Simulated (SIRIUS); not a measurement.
## Ce under changes of volume

One of the cells (29.942 Å³/atom); the others are scaled copies at fixed shape and fractional positions:

```
Ce
1.0
    -1.95617    1.95617    1.95617
     1.95617   -1.95617    1.95617
     1.95617    1.95617   -1.95617
Ce
1
Direct
  0.00000 0.00000 0.00000
```

This isn't the form of Ce at room conditions, which is fcc.

- Program: SIRIUS 7.12.0
- Functional: PBE
- Potentials or basis: all-electron FP-LAPW
- Cutoff: 168 eV
- Basis: apw+lo standard
- k mesh: 10 × 10 × 10
- Occupations: fermi-dirac, width 0.05 eV
- Spin: collinear spin, ferromagnetic start
- Starting moments: [1.0] μB

```tsv
volume (Å³/atom)	energy over the lowest point (meV/atom)	moment (μB per cell)
27.593	0.00	0.00
28.181	4.02	0.24
28.768	10.13	0.63
29.942	27.89	0.00
30.529	39.29	0.00
31.116	?	?
```

Question: What does the run at 31.116 Å³/atom give?

Answer: Energy over the lowest point 25.93 meV/atom; moment 1.38 μB per cell.

The energies don't lie on one smooth curve, so no fit is given. The run at 31.116 Å³/atom lies farthest off; its moment of 1.38 μB against 0.00 to 0.63 μB shows that it ended in another magnetic state.

Energies are extrapolated to zero smearing.

Caveats: the magnetic or orbital state may not be the lowest.
